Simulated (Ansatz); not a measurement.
Density of states of MnAs (P6_3/mmc, a = 3.656 Å, b = 3.656 Å, c = 5.502 Å, α = 90.00°, β = 90.00°, γ = 120.00°), in states per eV and primitive cell, averaged over bins of 0.5 eV. Theory: Ansatz 0.2.0, DFT PBE, scalar-relativistic, plane waves, PAW.

Cutoff 420 eV; k points 12×12×8 on the computed 4-atom cell (Γ-centred); Gaussian smearing, width 0.10 eV; collinear spin from starting moments 3.14 3.14 -0.12 -0.12 μB.

The cell is relaxed at this level. The states (both spins) are summed by tetrahedra on a 18×18×12 mesh at the self-consistent density. Energies are bin centres; the table starts no lower than −8 eV and ends at 6 eV, or lower where the solved bands end.

It is a metal at this level.

```
E − E_F (eV) total Mn 3d down Mn 3d up As 4p up As 4p down Mn 4s up As 4s up Mn 4s down
       -6.50   0.34        0.00      0.06      0.21        0.00      0.05      0.01        0.00
       -6.00   1.64        0.06      0.19      0.68        0.44      0.12      0.03        0.08
       -5.50   2.40        0.12      0.32      0.79        0.86      0.09      0.04        0.11
       -5.00   1.88        0.13      0.34      0.52        0.68      0.05      0.03        0.06
       -4.50   2.00        0.15      0.55      0.53        0.60      0.04      0.02        0.05
       -4.00   3.34        0.13      1.50      0.99        0.52      0.06      0.02        0.03
       -3.50   5.31        0.28      2.57      1.35        0.88      0.04      0.03        0.04
       -3.00   3.70        0.79      1.11      0.29        1.38      0.01      0.01        0.04
       -2.50   5.50        1.01      2.70      0.15        1.50      0.01      0.00        0.02
       -2.00   5.63        0.55      4.22      0.18        0.55      0.05      0.01        0.01
       -1.50   2.54        0.29      1.76      0.23        0.14      0.04      0.03        0.00
       -1.00   2.02        0.50      0.96      0.34        0.09      0.02      0.05        0.01
       -0.50   2.40        0.84      0.87      0.43        0.08      0.02      0.07        0.01
        0.00   2.62        1.44      0.53      0.40        0.03      0.02      0.08        0.01
        0.50   4.62        3.17      0.48      0.53        0.11      0.02      0.09        0.04
        1.00   4.54        3.32      0.28      0.42        0.22      0.02      0.05        0.06
        1.50   3.90        2.27      0.36      0.66        0.32      0.05      0.05        0.04
        2.00   2.86        1.25      0.29      0.71        0.33      0.04      0.03        0.03
        2.50   2.51        0.95      0.25      0.67        0.38      0.04      0.01        0.02
        3.00   2.03        0.82      0.12      0.35        0.55      0.01      0.00        0.04
        3.50   1.59        0.71      0.01      0.02        0.65      0.02      0.00        0.07
        4.00   0.79        0.27      0.01      0.02        0.31      0.10      0.00        0.01
        4.50   0.44        0.03      0.01      0.05        0.04      0.17      0.01        0.03
        5.00   1.03        0.03      0.02      0.12        0.04      0.29      0.02        0.13
        5.50   1.61        0.04      0.03      0.14        0.07      0.31      0.02        0.20
```

The columns after the total are the main Löwdin projections on the occupied valence shells of the potentials; 1 other is left out. The rest of the total lies in those, in shells that are empty in the free atom, which aren't projected, and between the atoms.

Only parallel moments were tried here.

Only this magnetic start was tried.

Cost: 1 run of about 2.8 core-minutes, on Arm Neoverse N1 (shared hosts).